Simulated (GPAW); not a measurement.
**Quasiparticle gap of CuI (Marshite) in GPAW**

Aim: the G0W0 gap of CuI (Marshite) on PBE, step by step.

Program: GPAW 26.7.0. Level of theory: PBE and many-body steps on it, plane waves. Results are calculated unless marked as measured.

The database entry behind the starting cell differs from later determinations by our own check (about 0.15 % long (mineral sample)), so it need not match the best structure at ambient conditions.

## 1. Starting point

The structure is cubic, space group F-43m (No. 216). Conventional cell: a = 6.063 Å, b = 6.063 Å, c = 6.063 Å, α = 90.00°, β = 90.00°, γ = 90.00°. Nearest to Cu lie 4 I at 2.63 Å. I has 4 Cu at 2.63 Å nearest. Farther neighbours and most contacts between anions are not listed.

As a file:

```cif
data_structure
_symmetry_space_group_name_H-M 'P 1'
_symmetry_Int_Tables_number 1
_cell_length_a 4.2872
_cell_length_b 4.2872
_cell_length_c 4.2872
_cell_angle_alpha 60.000
_cell_angle_beta 60.000
_cell_angle_gamma 60.000
_cell_volume 55.72
loop_
_atom_site_label
_atom_site_type_symbol
_atom_site_fract_x
_atom_site_fract_y
_atom_site_fract_z
_atom_site_occupancy
Cu1 Cu 0.25000 0.25000 0.25000 1
I2 I 0.00000 0.00000 0.00000 1
```

The cell and positions come from the Crystallography Open Database and are kept as given unless a step says otherwise. Spin-orbit coupling is left out unless a step names it.

## 2. Ground state

This step: GPAW 26.7.0; DFT, PBE, plane waves, PAW.

The ground-state density comes first.

Contents of run.py:

```python
import json
import numpy as np
from gpaw.mpi import world
from ase import Atoms
from gpaw import GPAW, PW, FermiDirac

atoms = Atoms(['Cu', 'I'],
    cell=[[0.0000000000, 3.0315000000, 3.0315000000],
      [3.0315000000, 0.0000000000, 3.0315000000],
      [3.0315000000, 3.0315000000, 0.0000000000]],
    scaled_positions=[[0.2500000000, 0.2500000000, 0.2500000000],
      [0.0000000000, 0.0000000000, 0.0000000000]],
    pbc=(True, True, True))
calc = GPAW(mode=PW(600),
    xc='PBE',
    kpts={'size': (6, 6, 6), 'gamma': True},
    occupations=FermiDirac(0.001),
    nbands=-7,
    convergence={'density': 1e-6, 'bands': -3},
    maxiter=100,
    txt='gs.txt')
atoms.calc = calc
res = {'energy': atoms.get_potential_energy()}
kpts = calc.get_ibz_k_points()
res['kpts'] = kpts
res['eigenvalues'] = [calc.get_eigenvalues(kpt=k) for k in range(len(kpts))]
res['n_electrons'] = calc.get_number_of_electrons()
calc.write('gs.gpw')

if world.rank == 0:
    with open('result.json', 'w') as f:
        json.dump(res, f, default=lambda x: x.tolist())
```

Run with:

```
mpirun -n 4 gpaw python run.py
```

Numbers of over 12 decimals in the logs are rounded to 6 here.

Log:

```text
__  _  _
 | _ |_)|_||  |
 |__||  | ||/\| - 26.7.0

Input parameters:
  mode=PW(ecut=600.0),
  convergence={'density': 1e-06, 'bands': -3},
  kpts=MonkhorstPack(size=(6, 6, 6), gamma=True),
  maxiter=100,
  nbands=-7,
  occupations=Occupations(name='fermi-dirac', width=0.001, fixmagmom=False),
  xc=XC(name='PBE')
  [... matrices ...]
Diagonalizing LCAO Hamiltonian
Converting LCAO to pw mode

            Cu

       I

Atoms  # Å, Bohr magnetons
|   | symbol |        x |        y |        z |    initial magnetic moments |
| 0 |     Cu | 1.515750 | 1.515750 | 1.515750 | ( 0.0000,  0.0000,  0.0000) |
| 1 |      I | 0.000000 | 0.000000 | 0.000000 | ( 0.0000,  0.0000,  0.0000) |

Unit cell  # Å
| periodic |        x |        y |        z |  lengths |    angles |
|      yes | 0.000000 | 3.031500 | 3.031500 | 4.287188 | 60.000000 |
|      yes | 3.031500 | 0.000000 | 3.031500 | 4.287188 | 60.000000 |
|      yes | 3.031500 | 3.031500 | 0.000000 | 4.287188 | 60.000000 |

Number of symmetries: 24
Symmetry operations  # r_c * U_cc + t_c -> r_c
|    | kind |            matrix            |
|  0 |  E   |  1, 0, 0,  0, 1, 0,  0, 0, 1 |
|  1 |  σ   |  1, 0, 0,  0, 0, 1,  0, 1, 0 |
|  2 |  σ   |  1, 0,-1,  0, 1,-1,  0, 0,-1 |
|  3 |  C3  |  1, 0,-1,  0, 0,-1,  0, 1,-1 |
|  4 |  C3  |  1,-1, 0,  0,-1, 1,  0,-1, 0 |
|  5 |  σ   |  1,-1, 0,  0,-1, 0,  0,-1, 1 |
|  6 |  σ   |  0, 1, 0,  1, 0, 0,  0, 0, 1 |
|  7 |  C3  |  0, 1, 0,  0, 0, 1,  1, 0, 0 |
|  8 |  C2  |  0, 1,-1,  1, 0,-1,  0, 0,-1 |
|  9 |  S4  |  0, 1,-1,  0, 0,-1,  1, 0,-1 |
| 10 |  C3  |  0, 0, 1,  1, 0, 0,  0, 1, 0 |
| 11 |  σ   |  0, 0, 1,  0, 1, 0,  1, 0, 0 |
| 12 |  S4  |  0, 0,-1,  1, 0,-1,  0, 1,-1 |
| 13 |  C3  |  0, 0,-1,  0, 1,-1,  1, 0,-1 |
| 14 |  S4  |  0,-1, 1,  1,-1, 0,  0,-1, 0 |
| 15 |  C2  |  0,-1, 1,  0,-1, 0,  1,-1, 0 |
| 16 |  C3  |  0,-1, 0,  1,-1, 0,  0,-1, 1 |
| 17 |  S4  |  0,-1, 0,  0,-1, 1,  1,-1, 0 |
| 18 |  S4  | -1, 1, 0, -1, 0, 1, -1, 0, 0 |
| 19 |  C3  | -1, 1, 0, -1, 0, 0, -1, 0, 1 |
| 20 |  C3  | -1, 0, 1, -1, 1, 0, -1, 0, 0 |
| 21 |  S4  | -1, 0, 1, -1, 0, 0, -1, 1, 0 |
| 22 |  σ   | -1, 0, 0, -1, 1, 0, -1, 0, 1 |
| 23 |  C2  | -1, 0, 0, -1, 0, 1, -1, 1, 0 |

BZ-sampling:
  Number of BZ points: 216
  Number of IBZ points: 16

  Monkhorst-Pack size: [6, 6, 6]
  Monkhorst-Pack shift: [0.083333, 0.083333, 0.083333]

K-points  # in reciprocal-cell coordinates
|     |                                coordinates |     weight |
|   0 | (  0.00000000,   0.00000000,   0.00000000) | 0.00462963 |
|   1 | (  0.16666667,   0.16666667,   0.00000000) | 0.02777778 |
|   2 | (  0.16666667,   0.16666667,   0.16666667) | 0.03703704 |
|   3 | (  0.33333333,   0.16666667,   0.16666667) | 0.05555556 |
|   4 | (  0.33333333,   0.33333333,  -0.33333333) | 0.05555556 |
|   5 | (  0.33333333,   0.33333333,   0.00000000) | 0.02777778 |
|   6 | (  0.33333333,   0.33333333,   0.16666667) | 0.11111111 |
|   7 | (  0.33333333,   0.33333333,   0.33333333) | 0.03703704 |
|   8 | (  0.50000000,   0.33333333,  -0.33333333) | 0.11111111 |
|   9 | (  0.50000000,   0.33333333,  -0.16666667) | 0.05555556 |
| ... |                                            |            |
|  15 | (  0.50000000,   0.50000000,   0.50000000) | 0.01851852 |

Plane wave coefficients: 1874
Cutoff: 600.0 eV

Spin-components: 1 (collinear spins)
Bands:           16
Projectors:      11
Spin-degeneracy: 2
Datatype:        complex128

  Storage: CPU
  Wave functions: 7_524_352 bytes (1_881_088 per core)
  Projectors: 10_345_984 bytes (2_586_496 per core)
  [... matrices ...]
Parallelization:
  kpt:    4
  domain: 1
  band:   1

Density:
  Valence electrons: 18.0
  Components: 1
  Grid points: [25 25 25]
  Charge: 0.0  # |e|

Potential:
  Grid points: [25 25 25]

species:
  Cu:
    name:    Copper
    Z:       29.0
    valence: 11
    core:    18
    charge:  0.0  # [|e|]
    compensation charges:
      type: gauss
      rc: 0.33  # [Å]
      lmax: 2
    cutoffs:
      filter: 2.06  # [Å]
      core: 2.43  # [Å]
    projectors
    | kind |    occ | energy [eV] | rcut [Å] |
    |   4s |  1.000 |      -4.609 |    1.164 |
    |   4p |  0.000 |      -0.698 |    1.164 |
    |   3d | 10.000 |      -5.039 |    1.058 |
    |    s |        |      22.603 |    1.164 |
    |    p |        |      26.513 |    1.164 |
    |    d |        |      22.172 |    1.058 |

    Using partial waves for Cu as LCAO basis

  I:
    name:    Iodine
    Z:       53.0
    valence: 7
    core:    46
    charge:  0.0  # [|e|]
    compensation charges:
      type: gauss
      rc: 0.37  # [Å]
      lmax: 2
    cutoffs:
      filter: 2.06  # [Å]
      core: 2.90  # [Å]
    projectors
    | kind |    occ | energy [eV] | rcut [Å] |
    |   5s |  2.000 |     -17.382 |    1.164 |
    |   5p |  5.000 |      -7.088 |    1.164 |
    |    s |        |       9.829 |    1.164 |
    |    p |        |      20.123 |    1.164 |
    |    d |        |       0.000 |    1.164 |

    Using partial waves for I as LCAO basis

Reference energy: -238562.247507  # eV

eigensolver:
  PPCG
  Converge bands: -3
  niter=2

density mixing:
  MSR1-Mixer
  Pratt-step length: 0.05
  Maximum mixing coefficient: 0.75
  Old densities: 10
  SVD Regularization: 0.005
  Good broyden scale: 1.0
  Trust region scale: 1.0
  Backstep threshold: 4.0
  History deletion threshold: 6.0
  Fourier metric: weight=20.0, sigma=0.015

occupation numbers:
  Fermi-Dirac:
    width: 0.0010  # eV

poisson solver:
  ecut: 4800.0  # eV

xc functional:
  name: PBE with 2 nearest neighbor stencil

Initialization done in: 1.019 s

convergence criteria:
- Maximum integral of absolute [dens]ity change: 1e-06 electrons / valence electron
- Maximum [total energy] change in last 3 cyles: 0.0005 eV / valence electron
- Maximum integral of absolute [eigenst]ate change: 4e-08 eV^2 / valence electron
maximum number of iterations: 100

SCF iterations
|iter     |     time |      energy | eigst |  dens |
|iter:   1|  |   -5.657456 | +1.13 |       |
|iter:   2|  |   -5.565500 | -1.24 | -1.30 |
|iter:   3|  |   -5.453490 | -1.68 | -1.38 |
|iter:   4|  |   -5.451232 | -3.74 | -1.72 |
|iter:   5|  |   -5.449780c| -3.38 | -1.89 |
|iter:   6|  |   -5.449809c| -4.89 | -3.06 |
|iter:   7|  |   -5.449827c| -5.15 | -3.33 |
|iter:   8|  |   -5.449827c| -6.57 | -4.17 |
|iter:   9|  |   -5.449827c| -7.58c| -4.69 |
|iter:  10|  |   -5.449827c| -8.33c| -5.45 |
|iter:  11|  |   -5.449827c| -8.86c| -5.85 |
|iter:  12|  |   -5.449827c| -9.57c| -6.90c|

Converged in 12 steps
SCF loop duration: 3.012 s (0.251 s/step)
Energy contributions relative to reference atoms: (reference = -238562.247507)
  [... matrices ...]
Energy contributions:
  Kinetic:           1.724087
  Coulomb:          -2.332390
  Zero:             -0.004528
  External:          0.000000
  Xc:               -4.836996
  Entropy:          -0.000000
  Spinorbit:         0.000000
  ----------------------------
  Free energy:      -5.449827
  Extrapolated:     -5.449827

dipole moment: (-31.753517, -31.753517, -31.753517)  # |e|*Ang

Fermi level: 5.434
Eigenvalues  # (at kpt = [0.000, 0.000, 0.000])
| band index |      eig [eV] | occ [0-2] |
|          0 |        -9.551 |     2.000 |
|          1 |         0.823 |     2.000 |
|          2 |         0.823 |     2.000 |
|          3 |         0.823 |     2.000 |
|          4 |         2.633 |     2.000 |
|          5 |         2.633 |     2.000 |
|          6 |         4.474 |     2.000 |
|          7 |         4.474 |     2.000 |
|          8 |         4.474 |     2.000 |
|          9 |         5.612 |     0.000 |
|         10 |         9.359 |     0.000 |
|         11 |         9.359 |     0.000 |
|         12 |         9.359 |     0.000 |
|         13 |        12.853 |     0.000 |
|         14 |        14.172 |     0.000 |
|         15 |        14.172 |     0.000 |

Gap: 1.138 eV
Transition (v -> c):
  (s=0, k=0, n=8, [0.00, 0.00, 0.00]) -> (s=0, k=0, n=9, [0.00, 0.00, 0.00])
No difference between direct/indirect transitions
# Writing to gs.gpw (mode='')
  [... matrices ...]
```

Run time: 6 s. Hardware: 4 MPI ranks of Arm Neoverse V1, shared host; peak memory 0.65 GiB; 23 s of CPU time.

Numbers from this step:

| Quantity | Value |
| --- | --- |
| total energy | -5.450 eV |
| gap | 1.138 eV |
| k of the valence top | 0, 0, 0 |
| k of the conduction bottom | 0, 0, 0 |
| least direct gap | 1.138 eV |

The gap is direct, at Γ.

## 3. Bands along the symmetry lines

Levels along a band path, at the cheap level, show where the edges lie and whether the meshes to come will hold them.

Contents of run.py:

```python
import json
import numpy as np
from gpaw.mpi import world
from gpaw import GPAW

path = [[0.000000, 0.000000, 0.000000],
    [-0.062500, -0.062500, 0.000000],
    [-0.125000, -0.125000, 0.000000],
    [-0.187500, -0.187500, 0.000000],
    [-0.250000, -0.250000, 0.000000],
    [-0.312500, -0.312500, 0.000000],
    [-0.375000, -0.375000, 0.000000],
    [-0.437500, -0.437500, 0.000000],
    [-0.500000, -0.500000, 0.000000],
    [-0.484375, -0.484375, 0.031250],
    [-0.468750, -0.468750, 0.062500],
    [-0.453125, -0.453125, 0.093750],
    [-0.437500, -0.437500, 0.125000],
    [-0.421875, -0.421875, 0.156250],
    [-0.406250, -0.406250, 0.187500],
    [-0.390625, -0.390625, 0.218750],
    [-0.375000, -0.375000, 0.250000],
    [-0.375000, 0.000000, 0.375000],
    [-0.328125, 0.000000, 0.328125],
    [-0.281250, 0.000000, 0.281250],
    [-0.234375, 0.000000, 0.234375],
    [-0.187500, 0.000000, 0.187500],
    [-0.140625, 0.000000, 0.140625],
    [-0.093750, 0.000000, 0.093750],
    [-0.046875, 0.000000, 0.046875],
    [0.000000, 0.000000, 0.000000],
    [0.000000, 0.000000, 0.062500],
    [0.000000, 0.000000, 0.125000],
    [0.000000, 0.000000, 0.187500],
    [0.000000, 0.000000, 0.250000],
    [0.000000, 0.000000, 0.312500],
    [0.000000, 0.000000, 0.375000],
    [0.000000, 0.000000, 0.437500],
    [-0.000000, 0.000000, 0.500000],
    [-0.062500, -0.031250, 0.468750],
    [-0.125000, -0.062500, 0.437500],
    [-0.187500, -0.093750, 0.406250],
    [-0.250000, -0.125000, 0.375000],
    [-0.312500, -0.156250, 0.343750],
    [-0.375000, -0.187500, 0.312500],
    [-0.437500, -0.218750, 0.281250],
    [-0.500000, -0.250000, 0.250000],
    [-0.500000, -0.281250, 0.218750],
    [-0.500000, -0.312500, 0.187500],
    [-0.500000, -0.343750, 0.156250],
    [-0.500000, -0.375000, 0.125000],
    [-0.500000, -0.406250, 0.093750],
    [-0.500000, -0.437500, 0.062500],
    [-0.500000, -0.468750, 0.031250],
    [-0.500000, -0.500000, 0.000000]]
calc = GPAW('gs.gpw').fixed_density(kpts=path,
    symmetry='off',
    nbands=19,
    convergence={'bands': 15},
    txt='bands.txt')
res = {}
kpts = calc.get_ibz_k_points()
res['kpts'] = kpts
res['eigenvalues'] = [calc.get_eigenvalues(kpt=k) for k in range(len(kpts))]
res['n_electrons'] = calc.get_number_of_electrons()

if world.rank == 0:
    with open('result.json', 'w') as f:
        json.dump(res, f, default=lambda x: x.tolist())
```

Run with:

```
mpirun -n 4 gpaw python run.py
```

Log:

```text
Diagonalizing LCAO Hamiltonian
Converting LCAO to pw mode
convergence criteria:
- Maximum integral of absolute [eigenst]ate change: 4e-08 eV^2 / valence electron
maximum number of iterations: 100

SCF iterations
|iter     |     time |      energy | eigst |  dens |
|iter:   1|  |             | +1.59 |       |
|iter:   2|  |             | -0.05 |       |
|iter:   3|  |             | -0.99 |       |
[...]
|iter:   7|  |             | -6.01 |       |
|iter:   8|  |             | -7.35 |       |
|iter:   9|  |             | -8.13c|       |
SCF steps: 9
  __  _  _
 | _ |_)|_||  |
 |__||  | ||/\| - 26.7.0

Input parameters:
  mode=PW(ecut=600.0),
  convergence={'bands': 15},
  gpts=array([25, 25, 25]),
  kpts=KPoints(kpts=array([[ 0.      ,  0.      ,  0.      ],
         [-0.0625  , -0.0625  ,  0.      ],
         [-0.125   , -0.125   ,  0.      ],
         [-0.1875  , -0.1875  ,  0.      ],
[...]
[-0.484375, -0.484375,  0.03125 ],
[...]
[-0.453125, -0.453125,  0.09375 ],
[...]
[-0.421875, -0.421875,  0.15625 ],
[...]
[-0.390625, -0.390625,  0.21875 ],
[...]
[-0.328125,  0.      ,  0.328125],
[...]
[-0.234375,  0.      ,  0.234375],
[...]
[-0.140625,  0.      ,  0.140625],
[...]
[-0.046875,  0.      ,  0.046875],
         [ 0.      ,  0.      ,  0.      ],
         [ 0.      ,  0.      ,  0.0625  ],
         [ 0.      ,  0.      ,  0.125   ],
[...]
[ 0.      ,  0.      ,  0.375   ],
         [ 0.      ,  0.      ,  0.4375  ],
[...]
[-0.5     , -0.4375  ,  0.0625  ],
         [-0.5     , -0.46875 ,  0.03125 ],
         [-0.5     , -0.5     ,  0.      ]])),
  maxiter=100,
  nbands=19,
  occupations=Occupations(name='fermi-dirac', width=0.001, fixmagmom=False),
  parallel={},
  symmetry=Symmetry(point_group=False, time_reversal=False),
  xc=XC(name='PBE')
  [... matrices ...]
timing:  # [seconds]
  Total: 0.028  # ━━━━━━━━━━━━━━━━━━━━━━━━━━━━━━━━━━━━━━━━━━━━━━━━━━━━━━━━━━━
```

It took 9.2 s on 4 MPI ranks; peak memory 0.72 GiB; 37 s of CPU time.

Numbers from this step:

- gap: 1.138 eV
- k of the valence top: 0, 0, 0
- k of the conduction bottom: 0, 0, 0
- least direct gap: 1.138 eV

The gap is 1.138 eV, as in the run before at this level.

Electronic bands along the path, in eV, zero at the top of the highest filled band:

| point | band 6 | band 7 | band 8 | band 9 | band 10 | band 11 | band 12 | band 13 |
| --- | --- | --- | --- | --- | --- | --- | --- | --- |
| Γ | -1.84 | 0.00 | 0.00 | 0.00 | 1.14 | 4.88 | 4.88 | 4.88 |
| halfway | -1.79 | -1.08 | -0.87 | -0.87 | 3.22 | 3.39 | 6.81 | 6.81 |
| X | -1.79 | -1.74 | -1.48 | -1.48 | 2.71 | 2.90 | 9.19 | 9.86 |
| halfway | -1.79 | -1.77 | -1.47 | -1.41 | 2.87 | 3.39 | 8.44 | 9.05 |
| U | -1.81 | -1.70 | -1.49 | -1.23 | 3.10 | 4.62 | 7.56 | 7.90 |
| jump to K | -1.81 | -1.70 | -1.49 | -1.23 | 3.10 | 4.62 | 7.56 | 7.90 |
| halfway | -1.81 | -1.32 | -1.06 | -0.39 | 3.11 | 5.00 | 5.58 | 5.67 |
| Γ | -1.84 | 0.00 | 0.00 | 0.00 | 1.14 | 4.88 | 4.88 | 4.88 |
| halfway | -1.85 | -1.26 | -0.37 | -0.37 | 2.27 | 5.45 | 5.45 | 5.48 |
| L | -1.81 | -1.76 | -0.71 | -0.71 | 2.15 | 5.42 | 5.42 | 7.44 |
| halfway | -1.82 | -1.71 | -1.29 | -0.99 | 3.49 | 4.68 | 6.23 | 7.43 |
| W | -1.89 | -1.75 | -1.58 | -1.24 | 4.50 | 4.65 | 6.07 | 6.40 |
| halfway | -1.86 | -1.75 | -1.54 | -1.33 | 3.39 | 3.51 | 7.81 | 7.97 |
| X | -1.79 | -1.74 | -1.48 | -1.48 | 2.71 | 2.90 | 9.19 | 9.86 |

## 4. Empty states on the mesh, 4×4×4 mesh, 667 bands

The sums over transitions need many empty states on a uniform mesh; this step solves for them.

Contents of run.py:

```python
import json
import numpy as np
from gpaw.mpi import world
from gpaw import GPAW

calc = GPAW('gs.gpw').fixed_density(kpts={'size': (4, 4, 4), 'gamma': True},
    parallel={'domain': 1, 'band': 1},
    txt='nscf.txt')
calc.diagonalize_full_hamiltonian(nbands=667)
calc.write('full.gpw', mode='all')
res = {}
kpts = calc.get_ibz_k_points()
res['kpts'] = kpts
res['eigenvalues'] = [calc.get_eigenvalues(kpt=k) for k in range(len(kpts))]
res['n_electrons'] = calc.get_number_of_electrons()

if world.rank == 0:
    with open('result.json', 'w') as f:
        json.dump(res, f, default=lambda x: x.tolist())
```

Run with:

```
mpirun -n 4 gpaw python run.py
```

Log:

```text
Diagonalizing LCAO Hamiltonian
Converting LCAO to pw mode
convergence criteria:
- Maximum integral of absolute [eigenst]ate change: 4e-08 eV^2 / valence electron
maximum number of iterations: 100

SCF iterations
|iter     |     time |      energy | eigst |  dens |
|iter:   1|  |             | +1.01 |       |
|iter:   2|  |             | -0.67 |       |
|iter:   3|  |             | -2.05 |       |
|iter:   4|  |             | -3.51 |       |
|iter:   5|  |             | -4.66 |       |
|iter:   6|  |             | -5.87 |       |
|iter:   7|  |             | -6.82 |       |
|iter:   8|  |             | -7.62c|       |
SCF steps: 8
  __  _  _
 | _ |_)|_||  |
 |__||  | ||/\| - 26.7.0

Input parameters:
  mode=PW(ecut=600.0),
  convergence={'density': 1e-06, 'bands': -3},
  gpts=array([25, 25, 25]),
  kpts=MonkhorstPack(size=(4, 4, 4), gamma=True),
  maxiter=100,
  nbands=16,
  occupations=Occupations(name='fermi-dirac', width=0.001, fixmagmom=False),
  parallel={'domain': 1, 'band': 1},
  xc=XC(name='PBE')
Matrix size: 1876x1876
# Writing to full.gpw (mode='all')
  [... matrices ...]

timing:  # [seconds]
  Total: 17.810  # ━━━━━━━━━━━━━━━━━━━━━━━━━━━━━━━━━━━━━━━━━━━━━━━━━━━━━━━━━━
```

Run time: 21 s. Hardware: 4 MPI ranks; peak memory 1.9 GiB; 86 s of CPU time.

This step gave:

```
gap                                                           : 1.138 eV
k of the valence top                                          : 0, 0, 0
k of the conduction bottom                                    : 0, 0, 0
least direct gap                                              : 1.138 eV
k points computed                                             : 8
lowest point of the top converged band, above the valence top : 289.9572 eV
```

On this mesh the gap is 1.138 eV.

[end of part 1 of 2]

[Paths, hosts, dates, memory and timing lines, banners, echoed tables and standing remarks are left out of the program output.]

[Logs are printed without paths, hosts, clocks, repeated set-up lines and the standing remarks that a program may print on its own settings, such as how far it seeks lower states.]

[Runs of the session that timed out or met a known fault of the program may be left out.]

[Hosts, paths, dates, database ids (printed as entryN), source tags and the programs' standing remarks are cut or masked in the printed files.]
